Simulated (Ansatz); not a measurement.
# RbBr: a single-point run

The task is a single-point run on RbBr. The structure is shown as the input types it.

Program: Ansatz 0.2.0. Level of theory: density functional or hybrid calculation with the settings of its input, plane waves (as first typed). These are calculated values, not measurements.

1 further run of the same task is left out (it didn't finish).

## Step 1: The system as given

The structure is cubic, space group Fm-3m (No. 225). Conventional cell: a = 6.922 Å, b = 6.922 Å, c = 6.922 Å, α = 90.00°, β = 90.00°, γ = 90.00°. Rb (site symmetry m-3m) is surrounded by 6 Br at 3.46 Å. Br (site symmetry m-3m) has 6 Rb at 3.46 Å as nearest neighbours.

The input asks for a charge of -0.05 e on the cell.

Structure file:

```
Rb Br
1.0
     0.00000    3.46083    3.46083
     3.46083    0.00000    3.46083
     3.46083    3.46083    0.00000
Rb Br
1 1
Direct
  0.00000 0.00000 0.00000
  0.50000 0.50000 0.50000
```

## Step 2: The run

File input.yaml:

```yaml
crystal:
  lattice:
    - [0.0, 3.4608260448, 3.4608260448]
    - [3.4608260448, 0.0, 3.4608260448]
    - [3.4608260448, 3.4608260448, 0.0]
  atoms:
    - { symbol: Rb, position: [0.0, 0.0, 0.0] }
    - { symbol: Br, position: [0.5, 0.5, 0.5] }
kpoints:
  mp_grid: { grid: [4, 4, 4] }
hamiltonian:
  xc: pbe
scf:
  occupations: { method: fixed }
  n_extra_bands: 4
  max_iter: 86
output:
  forces: true
  stress: true
  eigenvalues: true
total_charge: -0.05
```

Launch:

```
ansatz run input.yaml --threads 4 --pin off --max-ram 3686MiB --backend cpu --events-out ev --progress --plain --runs-dir out
```

**Question.** How will this run end, and is anything wrong with its input?

The program refused the input before any cycle. The line that matters: «inconsistent input (total_charge, scf.occupations.method): -0.05 gives a fractional electron count (16.050) which fixed/explicit occupations and the σ = 0 step fill (a smearing width below the step floor) cannot realise ...»

The typed charge leaves an electron count that fixed occupations can't fill in whole bands.

Remedy: remove the charge, or use smearing if the charged cell is meant.
